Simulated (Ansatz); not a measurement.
ZrO2:
```yaml
crystal:
  lattice:
    - [5.12756, 0.00000, 0.00000]
    - [0.00000, 5.21156, 0.00000]
    - [-0.88319, 0.00000, 5.22143]
  atoms:
    - { symbol: Zr, position: [0.72285, 0.95672, 0.79050] }
    - { symbol: Zr, position: [0.27715, 0.04328, 0.20950] }
    - { symbol: Zr, position: [0.27715, 0.45672, 0.70950] }
    - { symbol: Zr, position: [0.72285, 0.54328, 0.29050] }
    - { symbol: O, position: [0.07005, 0.16344, 0.84128] }
    - { symbol: O, position: [0.92995, 0.83656, 0.15872] }
    - { symbol: O, position: [0.92995, 0.66344, 0.65872] }
    - { symbol: O, position: [0.07005, 0.33656, 0.34128] }
    - { symbol: O, position: [0.55137, 0.25772, 0.02052] }
    - { symbol: O, position: [0.44863, 0.74228, 0.97948] }
    - { symbol: O, position: [0.44863, 0.75772, 0.47948] }
    - { symbol: O, position: [0.55137, 0.24228, 0.52052] }
```

Relaxed with PBEsol. Special points in fractions of this cell's reciprocal vectors: Γ (0.000, 0.000, 0.000); Z (0.000, 0.500, 0.000); D (0.000, 0.500, 0.500); B (0.000, 0.000, 0.500); A (-0.500, 0.000, 0.500); E (-0.500, 0.500, 0.500); C2 (-0.500, 0.500, 0.000); Y2 (-0.500, 0.000, 0.000).

Task: List the band energies nearest the valence-band maximum at these points for DFT-PBEsol in the program Ansatz with PAW potentials.

Result: In eV from the valence-band maximum; about four levels below and three above (degenerate sets whole), none deeper than 8.9 eV; points with the same levels are listed once.

```csv
k,below,above
Γ,-0.65 -0.50 -0.18 0.00,3.99 4.40 4.69
Z,-0.85 -0.85 -0.41 -0.41,4.50 4.50 4.93 4.93
D,-0.89 -0.89 -0.89 -0.89 -0.62 -0.62,4.35 4.35 4.53 4.53
B,-0.76 -0.76 -0.45 -0.45,4.24 4.24 4.55 4.55
A,-0.91 -0.91 -0.45 -0.45,3.83 3.83 4.91 4.91
E,-1.03 -1.03 -0.67 -0.67,4.09 4.09 4.65 4.65
C2,-0.93 -0.93 -0.58 -0.58,4.29 4.29 4.64 4.64
Y2,-0.70 -0.58 -0.38 -0.08,3.60 4.56 4.67
```

Space group P2_1/c. Symmetry was held in the PBEsol relaxation. No spin polarisation was allowed. Spin–orbit coupling is left out wherever it is not named.

Potentials: the earlier of the program's two PAW sets. The files were generated under PBE; for other functionals the program regenerates the frozen cores, and for LDA and PBEsol the local potential too.
